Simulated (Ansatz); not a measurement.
## Equation of state of lanthanum, fcc

These are results of DFT, PBEsol, plane waves (420 eV) with PAW, scalar-relativistic in Ansatz, not measurements. (PAW data from PBE, frozen cores regenerated.)

The cell is scaled uniformly from the relaxed one, with fractional coordinates and shape fixed. Energies are extrapolated to zero smearing, pressures are those at the given smearing. Magnetic state: spin not included.

```
V (Å³/atom)  E − E₀ (meV/atom)  P (GPa)
     29.916               44.9     4.06
     31.276               17.2     2.42
     32.636                3.0     1.01
     33.996                0.2    -0.18
     35.355                7.0    -1.17
     36.715               21.7    -2.01
     38.075               43.1    -2.74
```

Question: Fit a third-order Birch-Murnaghan equation.

Answer: V₀ = 33.68 Å³/atom, B₀ = 29 GPa, B₀′ = 3.4.
